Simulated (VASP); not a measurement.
# CdSe (P6_3mc) in VASP: a series of runs

The runs below take CdSe through single point, with r2SCAN.

All numbers are computed with VASP 6.6.1; they aren't measurements. Logs are shortened: lines on timing, memory, paths and dates and some standing lists are left out, and cuts for length are marked.

**What was measured.**

A printed reference work, data compilation reports, for a bulk crystal of CdSe at 2 K: band gap 1.841 eV.

The runs below are set against these values where they give the same quantity.

### 1 The cell of the first run

The structure is hexagonal, space group P6_3mc (No. 186). The conventional cell has a = 4.297 Å, b = 4.297 Å, c = 7.005 Å, α = 90.00°, β = 90.00°, γ = 120.00°. Cd (site symmetry 3m) has 4 Se at 2.63 Å within 3.5 Å. Within 3.5 Å of Se (site symmetry 3m) lie 4 Cd at 2.63 Å.

### 2 Single point, r2SCAN (28.00 Å³/atom)

Input file POSCAR:

```
CdSe
1.0
    4.2968698016      0.0000000000      0.0000000000
   -2.1484349008      3.7211984050      0.0000000000
    0.0000000000      0.0000000000      7.0051785136
Cd Se
2 2
Direct
    0.3333333333      0.6666666667      0.0045236756
    0.6666666667      0.3333333333      0.5045236756
    0.3333333333      0.6666666667      0.3804763244
    0.6666666667      0.3333333333      0.8804763244
```

Input file INCAR.step1:

```
SYSTEM = CdSe
PREC = Accurate
ENCUT = 520
ISMEAR = 0
SIGMA = 0.01
LREAL = .False.
LASPH = .True.
NELM = 100
NBANDS = 26
GGA = PE
ALGO = Normal
EDIFF = 1E-4
LWAVE = .True.
LCHARG = .False.
```

Input file INCAR.step2:

```
SYSTEM = CdSe
PREC = Accurate
ENCUT = 520
EDIFF = 1E-7
ISMEAR = 0
SIGMA = 0.01
LREAL = .False.
LASPH = .True.
NELM = 100
ALGO = Normal
ISIF = 2
LWAVE = .False.
LCHARG = .False.
METAGGA = R2SCAN
LMIXTAU = .True.
NBANDS = 26
ISTART = 1
```

Input file KPOINTS:

```
Automatic mesh
0
Gamma
  6 6 4
  0 0 0
```

Potentials or basis: VASP PAW PBE potentials, release 64 (Cd, Se).

Run with:

```
> cat potpaw_PBE.64/Cd/POTCAR potpaw_PBE.64/Se/POTCAR > POTCAR
> cp INCAR.step1 INCAR
> mpirun -np 1 vasp_std > vasp.out
> cp INCAR.step2 INCAR
> mpirun -np 1 vasp_std > vasp.out
```

OUTCAR:

```text
SYSTEM = CdSe
   PREC = Accurate
   ENCUT = 520
   EDIFF = 1E-7
   ISMEAR = 0
   LREAL = .False.
   LASPH = .True.
   NELM = 100
   ISIF = 2
   METAGGA = R2SCAN
   ISTART = 1

 ion  position               nearest neighbor table
   1  0.333  0.667  0.005-   4 2.63   4 2.63   4 2.63   3 2.63
   2  0.667  0.333  0.505-   3 2.63   3 2.63   3 2.63   4 2.63
   3  0.333  0.667  0.380-   2 2.63   2 2.63   2 2.63   1 2.63
   4  0.667  0.333  0.880-   1 2.63   1 2.63   1 2.63   2 2.63

  LATTYP: Found a hexagonal cell.
 ALAT       =     4.2968698016
 C/A-ratio  =     1.6302980628

  Lattice vectors:

 A1 = (   4.2968698016,   0.0000000000,   0.0000000000)
 A2 = (  -2.1484349008,   3.7211984050,   0.0000000000)
 A3 = (   0.0000000000,   0.0000000000,   7.0051785136)

Analysis of symmetry for initial positions (statically):
=====================================================================
 Subroutine PRICEL returns:
 Original cell was already a primitive cell.

 Routine SETGRP: Setting up the symmetry group for a
 hexagonal supercell.

 Subroutine GETGRP returns: Found 12 space group operations
 (whereof  6 operations were pure point group operations)
 out of a pool of 24 trial point group operations.

The static configuration has the point symmetry C_3v.
 The point group associated with its full space group is C_6v.

Analysis of symmetry for dynamics (positions and initial velocities):
=====================================================================
 Subroutine PRICEL returns:
 Original cell was already a primitive cell.

 Routine SETGRP: Setting up the symmetry group for a
 hexagonal supercell.

 Subroutine GETGRP returns: Found 12 space group operations
 (whereof  6 operations were pure point group operations)
 out of a pool of 24 trial point group operations.

The dynamic configuration has the point symmetry C_3v.
 The point group associated with its full space group is C_6v.

 Subroutine INISYM returns: Found 12 space group operations
 (whereof  6 operations are pure point group operations),
 and found     1 'primitive' translations

----------------------------------------------------------------------------------------

                                     Primitive cell

  volume of cell :     112.0093

  direct lattice vectors                    reciprocal lattice vectors
     4.296869802  0.000000000  0.000000000     0.232727554  0.134365316  0.000000000
    -2.148434901  3.721198405  0.000000000     0.000000000  0.268730632  0.000000000
     0.000000000  0.000000000  7.005178514     0.000000000  0.000000000  0.142751537

  length of vectors
     4.296869802  4.296869802  7.005178514     0.268730632  0.268730632  0.142751537

  position of ions in fractional coordinates (direct lattice)
     0.333333333  0.666666667  0.004523676
     0.666666667  0.333333333  0.504523676
     0.333333333  0.666666667  0.380476324
     0.666666667  0.333333333  0.880476324

  ion indices of the primitive-cell ions
   primitive index   ion index
                 1           1
                 2           2
                 3           3
                 4           4

----------------------------------------------------------------------------------------

 KPOINTS: Automatic mesh

Automatic generation of k-mesh.
 Grid dimensions read from file:
 generate k-points for:    6    6    4

 Generating k-lattice:

  Cartesian coordinates                     Fractional coordinates (reciprocal lattice)
     0.038787926  0.022394219  0.000000000     0.166666667 -0.000000000  0.000000000
     0.000000000  0.044788439  0.000000000     0.000000000  0.166666667  0.000000000
     0.000000000  0.000000000  0.035687884     0.000000000  0.000000000  0.250000000

  Length of vectors
     0.044788439  0.044788439  0.035687884

  Shift w.r.t. Gamma in fractional coordinates (k-lattice)
     0.000000000  0.000000000  0.000000000

 Subroutine IBZKPT returns following result:
 ===========================================

 Found     21 irreducible k-points:

 Following reciprocal coordinates:
            Coordinates               Weight
  0.000000  0.000000  0.000000      1.000000
  0.166667  0.000000  0.000000      6.000000
  0.333333  0.000000  0.000000      6.000000
  0.500000  0.000000  0.000000      3.000000
  0.166667  0.166667  0.000000      6.000000
  0.333333  0.166667  0.000000     12.000000
[... 13 lines left out ...]
  0.333333  0.166667  0.500000     12.000000
  0.333333  0.333333  0.500000      2.000000
   k-points           NKPTS =     21   k-points in BZ     NKDIM =     21   number of bands    NBANDS=     26
   number of dos      NEDOS =    301   number of ions     NIONS =      4
   total plane-waves  NPLWV =  55296
   dimension x,y,z NGX =    32 NGY =   32 NGZ =   54
   dimension x,y,z NGXF=    64 NGYF=   64 NGZF=  108
   ions per type =               2   2
   NGX,Y,Z   is equivalent  to a cutoff of  12.38, 12.38, 12.82 a.u.
   NGXF,Y,Z  is equivalent  to a cutoff of  24.76, 24.76, 25.63 a.u.
 SYSTEM =  CdSe
   PREC   = accura    normal or accurate (medium, high low for compatibility)
   ISTART =      1    job   : 0-new  1-cont  2-samecut
   ICHARG =      0    charge: 1-file 2-atom 10-const
   ISPIN  =      1    spin polarized calculation?
   LNONCOLLINEAR =      F non collinear calculations
   LSORBIT =      F    spin-orbit coupling
   LASPH  =      T    aspherical Exc in radial PAW
   ENCUT  =  520.0 eV  38.22 Ry    6.18 a.u.   7.99  7.99 13.02*2*pi/ulx,y,z
   NELM   =    100;   NELMIN=  2; NELMDL=  0     # of ELM steps
   EDIFF  = 0.1E-06   stopping-criterion for ELM
   LREAL  =      F    real-space projection
   EDIFFG = 0.1E-05   stopping-criterion for IOM
   NSW    =      0    number of steps for IOM
   IBRION =     -1    ionic relax: 0-MD 1-quasi-New 2-CG
   NFREE  =      0    steps in history (QN), initial steepest desc. (CG)
   ISIF   =      2    stress and relaxation
   ISYM   =      2    0-nonsym 1-usesym 2-fastsym
   POTIM  = 0.5000    time-step for ionic-motion
   TEBEG  =    0.0;   TEEND  =   0.0 temperature during run
   PSTRESS=    0.0 pullay stress
   NELECT =      36.0000    total number of electrons
   NUPDOWN=      -1.0000    fix difference up-down
   EMIN   =  10.00;   EMAX   =-10.00  energy-range for DOS
   EFERMI =   0.00;   METHOD = LEGACY
   ISMEAR =     0;   SIGMA  =   0.01  broadening in eV -4-tet -1-fermi 0-gaus
   EFERMI_NEDOS =   21; number of points for ismear=-14 and -15
   IALGO  =     38    algorithm
   IMIX   =      4    mixing-type and parameters
     AMIX     =   0.40;   BMIX     =  1.00
     AMIX_MAG =   1.60;   BMIX_MAG =  1.00
  volume/ion in A,a.u.               =      28.00       188.97
  Fermi-wavevector in a.u.,A,eV,Ry     =   1.121392  2.119124 17.109609  1.257521
  Thomas-Fermi vector in A             =   2.258046
   LORBIT       =      0    0 simple, 1 ext, 2 COOP (PROOUT), +10 PAW based schemes
   METAGGA = R2SCAN    functional components
   LHFCALC =     F    Hartree Fock is set to
   AEXX    =    0.0000 exact exchange contribution
   IVDW    =     0    specifies the selected vdW correction
   LEPSILON=     F    determine dielectric tensor
   LRPA    =     F    only Hartree local field effects (RPA)
 non-spin polarized calculation
 Gauss-broadening in eV      SIGMA  =   0.01
  energy-cutoff  :      520.00
  volume of cell :      112.01
 maximum number of plane-waves:      3042
 NGX is ok and might be reduce to    32
   NGX = 15   NGY = 15   NGZ = 27

 number of electron      35.9999994 magnetization

 Free energy of the ion-electron system (eV)
  ---------------------------------------------------
  ext. energy  EPLUGINS =         0.00000000
  ---------------------------------------------------
  free energy    TOTEN  =       -71.80637638 eV

  energy without entropy =      -71.80637638  energy(sigma->0) =      -71.80637638

 E-fermi :   0.7980     XC(G=0):  -9.4421

 val. band max:        0.6832102528   @ k =   0.0000   0.0000   0.0000
 cond. band min:       1.8503713053   @ k =   0.0000   0.0000   0.0000
 fundamental gap:      1.1671610524
 Fermi energy:         0.7980471852

 k-point     1 :       0.0000    0.0000    0.0000
  band No.  band energies     occupation
      1     -12.3690      2.00000
      2     -11.9794      2.00000
      3      -7.4899      2.00000
      4      -7.4834      2.00000
      5      -7.4834      2.00000
      6      -7.4086      2.00000
[... 18 lines left out ...]
     25       8.2680      0.00000
     26       8.8609      0.00000

 k-point     2 :       0.1667    0.0000    0.0000
  band No.  band energies     occupation
      1     -12.2838      2.00000
      2     -11.9414      2.00000
      3      -7.4628      2.00000
      4      -7.4527      2.00000
      5      -7.4133      2.00000
      6      -7.3666      2.00000
[... 18 lines left out ...]
     25       8.3739      0.00000
     26       8.9226      0.00000

 k-point     3 :       0.3333    0.0000    0.0000
  band No.  band energies     occupation
      1     -12.0981      2.00000
      2     -11.8775      2.00000
      3      -7.4155      2.00000
      4      -7.4031      2.00000
      5      -7.2898      2.00000
      6      -7.2797      2.00000
[... 18 lines left out ...]
     25       9.0091      0.00000
     26       9.5879      0.00000

 k-point     4 :       0.5000    0.0000    0.0000
  band No.  band energies     occupation
      1     -11.9867      2.00000
      2     -11.8627      2.00000
      3      -7.3990      2.00000
      4      -7.3861      2.00000
      5      -7.2393      2.00000
      6      -7.2219      2.00000
[... 18 lines left out ...]
     25       9.1320      0.00000
     26      11.0269      0.00000
[... 409 lines left out ...]
      1     -12.0141      2.00000
      2     -12.0141      2.00000
      3      -7.3765      2.00000
      4      -7.3765      2.00000
      5      -7.3534      2.00000
      6      -7.3534      2.00000
[... 18 lines left out ...]
     25       8.7399      0.00000
     26       8.7399      0.00000

 k-point    20 :       0.3333    0.1667    0.5000
  band No.  band energies     occupation
      1     -11.9183      2.00000
      2     -11.9183      2.00000
      3      -7.3475      2.00000
      4      -7.3475      2.00000
      5      -7.3149      2.00000
      6      -7.3149      2.00000
[... 18 lines left out ...]
     25       9.2330      0.00000
     26       9.2330      0.00000

 k-point    21 :       0.3333    0.3333    0.5000
  band No.  band energies     occupation
      1     -11.8872      2.00000
      2     -11.8872      2.00000
      3      -7.3246      2.00000
      4      -7.3246      2.00000
      5      -7.3127      2.00000
      6      -7.3127      2.00000
[... 18 lines left out ...]
     25      10.0276      0.00000
     26      10.0277      0.00000

------------------------ aborting loop because EDIFF is reached ----------------------------------------

  FORCE on cell =-STRESS in cart. coord.  units (eV):
  Direction    XX          YY          ZZ          XY          YZ          ZX
  --------------------------------------------------------------------------------------
  -------------------------------------------------------------------------------------
  Total        1.3653690      1.3653690      1.3722906      0.0000000     -0.0000000      0.0000000
  in kB       19.5301863     19.5301863     19.6291931      0.0000000     -0.0000000      0.0000000
  external PRESSURE =      19.5631886 kB  Pullay stress =       0.0000000 kB

 VOLUME and BASIS-vectors are now :
 -----------------------------------------------------------------------------
  energy-cutoff  :      520.00
  volume of cell :      112.01
      direct lattice vectors                 reciprocal lattice vectors
     4.296869802  0.000000000  0.000000000     0.232727554  0.134365316  0.000000000
    -2.148434901  3.721198405  0.000000000     0.000000000  0.268730632  0.000000000
     0.000000000  0.000000000  7.005178514     0.000000000  0.000000000  0.142751537

 POSITION                                       TOTAL-FORCE (eV/Angst)
 -----------------------------------------------------------------------------------
     -0.00000      2.48080      0.03169        -0.000000     -0.000000      0.004260
      2.14843      1.24040      3.53428         0.000000      0.000000      0.004260
     -0.00000      2.48080      2.66530        -0.000000     -0.000000     -0.004260
      2.14843      1.24040      6.16789        -0.000000      0.000000     -0.004260
 -----------------------------------------------------------------------------------
    total drift:                               -0.000000      0.000000      0.002904

  FREE ENERGIE OF THE ION-ELECTRON SYSTEM (eV)
  ---------------------------------------------------
  free  energy   TOTEN  =       -71.8063763800 eV

  energy  without entropy=      -71.8063763800  energy(sigma->0) =      -71.80637638
```

It took 3.3 min on 1 thread of Intel Xeon Platinum 8488C (Sapphire Rapids), shared host; peak memory 0.27 GiB.

Results:

```
Free energy            : -71.8064 eV
Pressure               : 2.0 GPa
Largest force          : 0.004 eV/Å
Band gap on the k mesh : 1.17 eV
```

Forces on the atoms (eV/Å):
```
Cd   0.000  0.000  0.004
Cd   0.000  0.000  0.004
Se   0.000  0.000 -0.004
Se   0.000  0.000 -0.004
```

Caveat: the PAW data sets were made with another functional, which shifts forces and pressure a little. r2SCAN opens gaps a little over a GGA but as a rule still falls short of measured ones.

(Part 1 of 2 ends here.)
